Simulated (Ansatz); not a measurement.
**CsBr in Ansatz: the effect of functional**

CsBr:

```
Cs Br
1.0
     4.23732    0.00000    0.00000
     0.00000    4.23732    0.00000
     0.00000    0.00000    4.23732
Cs Br
1 1
Direct
  0.00000 0.00000 0.00000
  0.50000 0.50000 0.50000
```

The cell comes from a database or a generator and needn't be the stable form of this composition.

The cell isn't the ideal one: volume scaled by 0.94.

Alike in all runs:

| Quantity | Value |
| --- | --- |
| Program | Ansatz 0.2.0 |
| Task | single point |
| Potentials or basis | Ansatz PAW |
| k mesh | 6 × 6 × 6 |
| Occupations | fermi-dirac, width 0.05 eV |
| Spin | no spin polarisation |

```tsv
functional	cutoff	gap on the mesh (eV)	pressure (GPa)
r2SCAN	500 eV (not typed: the program's choice for these potentials)	5.36	1.1
LDA	420 eV (not typed: the program's choice for these potentials)	4.26	-1.2
PBEsol	420 eV (not typed: the program's choice for these potentials)	?	?
```

Task: What does the run with functional PBEsol give?

Result: gap on the mesh 4.46 eV; pressure 0.1 GPa.

Caveats: spin-orbit coupling is left out, which moves the levels of the heavy elements; the PAW data sets come from PBE, with cores solved anew for the run's functional, which leaves a small shift of forces and pressure.

A k mesh can miss the band edges.

Runs at the PBE level aren't shown here.
